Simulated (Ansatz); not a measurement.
# Random displacements in WS2

The calculation used DFT PBEsol, scalar-relativistic, plane waves, PAW in Ansatz. The runs took a 420 eV cutoff, a Γ-centred 6×6×6 mesh and Gaussian smearing (0.05 eV). Spin–orbit coupling is left out, which matters for the heavy elements here. No spin polarisation. Energies are free energies at this smearing, counted from the undisturbed cell; pressure is positive in compression.

Zero of the scan (relaxed at this level; this form isn't the usual structure):

```
W S
1.0
     3.14761   -5.45181    0.00000
    -3.14761   -5.45181    0.00000
     0.00000   -3.63454   -6.37046
W S
4 8
Direct
  0.49933 0.49933 0.00201
  0.99933 0.49933 0.00201
  0.49933 0.99933 0.00201
  0.99933 0.99933 0.00201
  0.24796 0.24796 0.75611
  0.74796 0.24796 0.75611
  0.24796 0.74796 0.75611
  0.74796 0.74796 0.75611
  0.08401 0.08401 0.24797
  0.58401 0.08401 0.24797
  0.08401 0.58401 0.24797
  0.58401 0.58401 0.24797
```

The cell holds layers and no dispersion correction was added, so their binding is poorly described.

After a displacement of all atoms with no net shift and a strain of the cell, the run gives ΔE = 127.1 meV/atom; stress (xx, yy, zz, yz, xz, xy; compression positive) (-7.36, -12.10, -13.44, 5.37, -1.01, 0.27) GPa; gap on the mesh 1.16 eV.

| atom | Fx (eV/Å) | Fy | Fz |
| --- | --- | --- | --- |
| W1 | 0.423 | -0.414 | 1.061 |
| W2 | 0.343 | -0.405 | -0.267 |
| W3 | 0.652 | -1.328 | -1.112 |
| W4 | 0.226 | -0.201 | 2.339 |
| S5 | -0.583 | 1.229 | -1.197 |
| S6 | -0.098 | 0.658 | -2.538 |
| S7 | -0.262 | 0.356 | -1.914 |
| S8 | -0.307 | 1.214 | -1.170 |
| S9 | 0.109 | -0.858 | 1.587 |
| S10 | -0.479 | 0.261 | 1.337 |
| S11 | 0.321 | -0.428 | 0.688 |
| S12 | -0.345 | -0.084 | 1.185 |

(1) Which displacements (Å, in the unstrained cell) and strain were applied?

Answers

(1)
| atom | ux | uy | uz |
| --- | --- | --- | --- |
| W1 | -0.02 | 0.02 | -0.04 |
| W2 | 0.00 | 0.02 | 0.02 |
| W3 | -0.03 | 0.04 | 0.04 |
| W4 | -0.02 | 0.02 | -0.09 |
| S5 | 0.02 | -0.03 | -0.01 |
| S6 | -0.01 | -0.03 | 0.04 |
| S7 | -0.01 | 0.01 | -0.02 |
| S8 | 0.01 | -0.05 | -0.02 |
| S9 | 0.00 | 0.03 | -0.02 |
| S10 | 0.02 | -0.02 | 0.01 |
| S11 | -0.01 | 0.03 | 0.04 |
| S12 | 0.03 | -0.04 | 0.05 |
Strain (Voigt, engineering shear): (0.0088, 0.0393, 0.0506, -0.0508, 0.0105, -0.0077).

Cost: 1 run of about 1.6 core-minutes, on Intel Xeon 6975P-C (Granite Rapids) (shared hosts).